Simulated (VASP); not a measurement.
# Sb (P6_3/mmc) in VASP: a series of runs, part 3 of 3

VASP 6.6.1.

## 6. Phonons, PBE

Input file POSCAR:

```
Sb
1.0
    3.3545324186      0.0000000000      0.0000000000
   -1.6772662093      2.9051102923      0.0000000000
    0.0000000000      0.0000000000      5.4701606500
Sb
2
Direct
    0.6666666667      0.3333333333      0.7500000000
    0.3333333333      0.6666666667      0.2500000000
```

Input file INCAR.step1:

```
PREC = Accurate
ENCUT = 600
EDIFF = 1E-8
ISMEAR = 0
SIGMA = 0.02
LREAL = F
LASPH = T
NELM = 60
ALGO = Normal
ISIF = 3
LWAVE = F
LCHARG = F
GGA = PE
IBRION = 2
NSW = 40
EDIFFG = -0.002
```

Input file INCAR.step2:

```
PREC = Accurate
ENCUT = 600
EDIFF = 1E-8
ISMEAR = 0
SIGMA = 0.02
LREAL = F
LASPH = T
NELM = 60
ALGO = Normal
ISIF = 2
LWAVE = F
LCHARG = F
GGA = PE
IBRION = 8
NSW = 1
```

Input file KPOINTS:

```
regular mesh
0
Gamma
  7 7 4
```

Potentials or basis: VASP PAW PBE potentials, release 64 (Sb).

Launch:

```bash
cat potpaw_PBE.64/Sb/POTCAR > POTCAR
cp INCAR.step1 INCAR
mpirun -np 1 vasp_std > vasp.out
cp CONTCAR POSCAR
cp INCAR.step2 INCAR
mpirun -np 1 vasp_std > vasp.out
```

OUTCAR:

```text
PREC = Accurate
   ENCUT = 600
   EDIFF = 1E-8
   ISMEAR = 0
   LREAL = F
   LASPH = T
   NELM = 60
   ISIF = 2
   GGA = PE
   IBRION = 8
   NSW = 1

 ion  position               nearest neighbor table
   1  0.667  0.333  0.750-   2 3.34   2 3.34   2 3.34   2 3.34   2 3.34   2 3.34
   2  0.333  0.667  0.250-   1 3.34   1 3.34   1 3.34   1 3.34   1 3.34   1 3.34

  LATTYP: Found a hexagonal cell.
 ALAT       =     3.4325551368
 C/A-ratio  =     1.5681504484

  Lattice vectors:

 A1 = (   3.4325551368,   0.0000000000,   0.0000000000)
[... 545 lines left out ...]
  1X    -0.344757    0.000000    0.000000    0.344757    0.000000    0.000000
  1Y     0.000000   -0.344757    0.000000    0.000000    0.344757    0.000000
  1Z     0.000000    0.000000   -2.212061    0.000000    0.000000    2.212061
  2X     0.344757    0.000000    0.000000   -0.344757    0.000000    0.000000
  2Y     0.000000    0.344757    0.000000    0.000000   -0.344757    0.000000
  2Z     0.000000    0.000000    2.212061    0.000000    0.000000   -2.212061

 Eigenvectors and eigenvalues of the dynamical matrix
 ----------------------------------------------------

   1 f  =    2.980093 THz    18.724473 2PiTHz   99.405186 cm-1    12.324667 meV
             X         Y         Z           dx          dy          dz
      1.716278  0.990893  4.037072     0.000000    0.000000   -0.707107
     -0.000000  1.981787  1.345691     0.000000    0.000000    0.707107
[... 21 lines left out ...]
   6 f  =    0.000000 THz     0.000000 2PiTHz    0.000000 cm-1     0.000000 meV
             X         Y         Z           dx          dy          dz
      1.716278  0.990893  4.037072     0.000000    0.000000    0.707107
     -0.000000  1.981787  1.345691     0.000000    0.000000    0.707107

--------------------------------------------------------------------------------------------------------

 ELASTIC MODULI CONTR FROM IONIC RELAXATION (kBar)
 Direction    XX          YY          ZZ          XY          YZ          ZX
 --------------------------------------------------------------------------------
 XX         -10.5577     10.5577     -0.0000      0.0000     -0.0000      0.0000
 YY          10.5577    -10.5577      0.0000     -0.0000      0.0000      0.0000
 ZZ          -0.0000      0.0000     -0.0000      0.0000     -0.0000      0.0000
 XY           0.0000     -0.0000      0.0000    -10.5577     -0.0000      0.0000
 YZ          -0.0000      0.0000     -0.0000     -0.0000     -0.0000      0.0000
 ZX           0.0000      0.0000      0.0000      0.0000      0.0000      0.0000
 --------------------------------------------------------------------------------
```

OUTCAR.step1:

```text
PREC = Accurate
   ENCUT = 600
   EDIFF = 1E-8
   ISMEAR = 0
   LREAL = F
   LASPH = T
   NELM = 60
   ISIF = 3
   GGA = PE
   IBRION = 2
   NSW = 40
   EDIFFG = -0.002

[... 389 lines left out ...]
 fundamental gap:      0.1408300514
 Fermi energy:         8.1212853135

 k-point     1 :       0.0000    0.0000    0.0000
  band No.  band energies     occupation
      1      -4.5103      2.00000
      2      -0.4829      2.00000
      3       2.6481      2.00000
      4      11.3103      0.00000
      5      11.3103      0.00000
      6      13.0441      0.00000
      7      13.0441      0.00000
      8      14.0532      0.00000
      9      15.3586      0.00000
[... 303 lines left out ...]
  FREE ENERGIE OF THE ION-ELECTRON SYSTEM (eV)
  ---------------------------------------------------
  free  energy   TOTEN  =        -7.7234510702 eV

  energy  without entropy=       -7.7232344870  energy(sigma->0) =       -7.72334278

 reached required accuracy - stopping structural energy minimisation
```

OSZICAR.step1:

```text
N       E                     dE             d eps       ncg     rms          rms(c)
DAV:   1     0.393351972907E+02    0.39335E+02   -0.38738E+03   432   0.983E+02
DAV:   2    -0.629227050547E+01   -0.45627E+02   -0.44292E+02   614   0.131E+02
DAV:   3    -0.771121183161E+01   -0.14189E+01   -0.13961E+01   576   0.289E+01
[... 113 lines left out ...]
DAV:   3    -0.772345116860E+01    0.26870E-05   -0.73845E-06   438   0.148E-02    0.185E-03
DAV:   4    -0.772345113206E+01    0.36540E-07   -0.15638E-07   447   0.294E-03    0.126E-03
DAV:   5    -0.772345108836E+01    0.43696E-07   -0.33507E-09   221   0.595E-04    0.225E-04
DAV:   6    -0.772345107148E+01    0.16878E-07   -0.18129E-09   219   0.304E-04    0.783E-05
DAV:   7    -0.772345107022E+01    0.12673E-08   -0.13625E-10   219   0.127E-04
  12 F= -.77234511E+01 E0= -.77233428E+01  d E =-.278823E-04
```

Run time: 2.8 min. Hardware: 1 thread of Intel Xeon Platinum 8375C at 2.90GHz (Ice Lake), shared host; peak memory 0.27 GiB.

Results:

```yaml
Relaxed_volume: 27.46 Å³/atom
Relaxed_cell: a = 3.433 Å, b = 3.433 Å, c = 5.383 Å, α = 90.00°, β = 90.00°, γ = 120.00°
Space_group_after_relaxing_to_0.05_Å: P6_3/mmc (No. 194)
Highest_phonon_frequency_at_Γ: 99 cm⁻¹
```

The path:
```csv
step,energy change (eV),largest force (eV/Å),pressure (GPa),volume (Å³)
1,0.0000,0.0000,1.61,53.31
2,-0.0073,0.0000,-0.68,55.41
3,-0.0081,0.0000,-0.11,54.85
4,-0.0081,0.0000,-0.15,54.89
5,-0.0100,0.0000,-0.08,54.86
6,-0.0120,0.0000,0.21,54.74
7,-0.0120,0.0000,0.19,54.76
8,-0.0120,0.0000,0.20,54.75
9,-0.0118,0.0000,-0.23,55.15
10,-0.0121,0.0000,0.06,54.88
11,-0.0121,0.0000,-0.03,54.96
12,-0.0121,0.0000,0.00,54.93
```

Final structure:
```cif
data_structure
_symmetry_space_group_name_H-M 'P 1'
_symmetry_Int_Tables_number 1
_cell_length_a 3.4326
_cell_length_b 3.4326
_cell_length_c 5.3828
_cell_angle_alpha 90.000
_cell_angle_beta 90.000
_cell_angle_gamma 120.000
_cell_volume 54.93
loop_
_atom_site_label
_atom_site_type_symbol
_atom_site_fract_x
_atom_site_fract_y
_atom_site_fract_z
_atom_site_occupancy
Sb1 Sb 0.66667 0.33333 0.75000 1
Sb2 Sb 0.33333 0.66667 0.25000 1
```

Phonon frequencies in cm⁻¹ (negative: imaginary):
```csv
q point,frequencies
"(0.000, 0.000, 0.000)",0 0 0 39 39 99
```

The run has no spin-orbit coupling, so splittings on Sb are missing.

## 7. The runs side by side

```csv
task,cell,k mesh,cutoff (eV),k mesh for the DOS,occupations for the DOS,gap on the mesh (eV),pressure (GPa)
optical spectrum,as given,9 × 9 × 5,520,-,-,none,1.3
density of states,as given,9 × 9 × 5,520,14 × 14 × 8,tetrahedron,-,-
electric field gradients,as given,9 × 9 × 5,520,-,-,none,1.3
core levels,as given,9 × 9 × 5,520,-,-,none,1.3
phonons,relaxed,7 × 7 × 4,600,-,-,-,-
```

Alike in all rows: level PBE; potentials or basis VASP PAW PBE potentials, release 64 (Sb); no spin polarisation; smearing gaussian 0.02 eV.

Every run on the cell as given and a fine mesh finds a metal.

Caveats: spectra need much finer meshes, so this one isn't converged (some runs); independent-particle spectra lack excitons (some runs); the intraband (Drude) part of a metal's response may be missing (some runs).

Absolute energies hang on the potentials; compare differences alone.
